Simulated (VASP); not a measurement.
## From VASP inputs to Ansatz: NaI (strained zincblende)

INCAR

```
METAGGA = R2SCAN
LASPH = .TRUE.
ISIF = 2
LWAVE = .FALSE.
PREC = Accurate
ALGO = Normal
ISMEAR = 0
SIGMA = 0.01
EDIFF = 1E-7
ENCUT = 520
LELF = .TRUE.
IBRION = -1
LCHARG = .TRUE.
NBANDS = 14
NSW = 0
LREAL = .FALSE.
NELM = 120
```

KPOINTS

```
KPOINTS created by Atomic Simulation Environment
0
Gamma
6 6 6
0 0 0
```

KPOINTS_OPT

```
special points
6
Reciprocal
0.0000000000 0.0000000000 0.0000000000 1
-0.5000000000 -0.5000000000 0.0000000000 1
-0.3750000000 -0.3750000000 0.2500000000 1
-0.3750000000 0.0000000000 0.3750000000 1
0.0000000000 0.0000000000 0.5000000000 1
-0.5000000000 -0.2500000000 0.2500000000 1
```

POSCAR

```
Na I
 1.0000000000000000
     0.0000000000000000    3.6317714246000001    3.6317714246000001
     3.6317714246000001    0.0000000000000000    3.6317714246000001
     3.6317714246000001    3.6317714246000001    0.0000000000000000
 Na  I
   1   1
Cartesian
  0.0000000000000000  0.0000000000000000  0.0000000000000000
  1.8158857123000001  1.8158857123000001  1.8158857123000001
```

VASP ran with the recommended PBE PAW datasets (14 valence electrons in the cell).

Write an Ansatz input for this cell and level of theory.



```yaml
crystal:
  lattice:
    - [0.0, 3.6317714246, 3.6317714246]
    - [3.6317714246, 0.0, 3.6317714246]
    - [3.6317714246, 3.6317714246, 0.0]
  atoms:
    - { symbol: Na, position: [0.0, 0.0, 0.0] }
    - { symbol: I, position: [0.25, 0.25, 0.25] }
kpoints:
  mp_grid: { grid: [6, 6, 6] }
  band_path:
    path:
      - [0.0, 0.0, 0.0]
      - [-0.5, -0.5, 0.0]
      - [-0.375, -0.375, 0.25]
      - [-0.375, 0.0, 0.375]
      - [0.0, 0.0, 0.5]
      - [-0.5, -0.25, 0.25]
    npoints: 1
hamiltonian:
  xc: r2scan
scf:
  occupations: { method: fixed }
  n_extra_bands: 4
output:
  forces: true
  stress: true
  eigenvalues: true
```

Other inputs would serve too.

```tsv
	VASP	Ansatz
gap between bands v and c	4.30 eV	4.30 eV
least direct gap	4.30 eV	4.30 eV
pressure	-0.7 GPa	-0.7 GPa
```

The two codes use different PAW datasets and cutoffs. VASP's cell holds 14 valence electrons and Ansatz's 26. Ansatz's stress includes a Pulay correction; VASP's doesn't.
